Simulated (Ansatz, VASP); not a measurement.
## Si2S: VASP beside Ansatz

File INCAR:

```
SYSTEM = Si2S
  ALGO = Normal
  EDIFF = 1E-6
  EDIFFG = -0.04
  ENCUT = 600
  GGA = PE
  IBRION = 2
  ISIF = 3
  ISMEAR = 0
  LASPH = .True.
  LCHARG = .False.
  LREAL = .False.
  LWAVE = .False.
  NELM = 60
  NSW = 90
  PREC = Accurate
  SIGMA = 0.1
```

Contents of KPOINTS:

```
k-points
0
Gamma
  6 6 4
  0 0 0
```

The input POSCAR:

```
Si2S
1.0
    3.1506265000      0.0000000000      0.0000000000
    0.0000000000      3.1506265000      0.0000000000
    0.0000000000      0.0000000000      4.4556587300
Si S
2 1
Direct
    0.0000000000      0.0000000000      0.0000000000
    0.5000000000      0.5000000000      0.5000000000
    0.0000000000      0.0000000000      0.5000000000
```

Input for Ansatz:

```yaml
crystal:
  lattice:
    - [3.1506265, 0.0, 0.0]
    - [0.0, 3.1506265, 0.0]
    - [0.0, 0.0, 4.45565873]
  atoms:
    - { symbol: Si, position: [0.0, 0.0, 0.0] }
    - { symbol: Si, position: [0.5, 0.5, 0.5] }
    - { symbol: S, position: [0.0, 0.0, 0.5] }
basis:
  ecutwfc: 420
kpoints:
  mp_grid: { grid: [6, 6, 4] }
hamiltonian:
  xc: pbe
scf:
  occupations: { method: gaussian, width: 0.1 }
  lower_state_search: "off"
output:
  forces: true
  stress: true
  eigenvalues: true
relax:
  adjacent_minimum: "off"
  f_tol: 0.04
  max_steps: 70
  cell: { stress_tol: 0.4 }
```

Change from the starting cell: ordered vacancies on the anion sites of rock salt (P4/mmm, No. 123).

Alike in both runs: task relaxation of cell and atoms; functional PBE; k mesh 6 × 6 × 4; occupations gaussian, width 0.1 eV; no spin polarisation.

|  | VASP | Ansatz |
| --- | --- | --- |
| version | VASP 6.6.1 | Ansatz 0.2.0 |
| potentials or method | VASP PAW PBE potentials, release 64 (Si, S) | scalar-relativistic, plane waves, PAW |
| plane-wave cutoff (eV) | 600 | 420 |
| valence electrons in the cell | 14 | 14 |

```csv
,VASP,Ansatz,Ansatz less VASP
"gap on the k mesh at the Fermi level, each at its own relaxed structure (eV)",none,none,-
relaxed volume (Å³/atom),20.05,20.08,+0.028
relaxed cell length with the largest relative difference (Å),3.465,3.467,+0.0024
energy change over the relaxation (meV/atom),-306,-306,-0.2
```

A gap of «none» marks a metal or a gap that the smearing closes.

Caveats: the volume moved by over 15 % at a fixed basis, so the end points are rough.
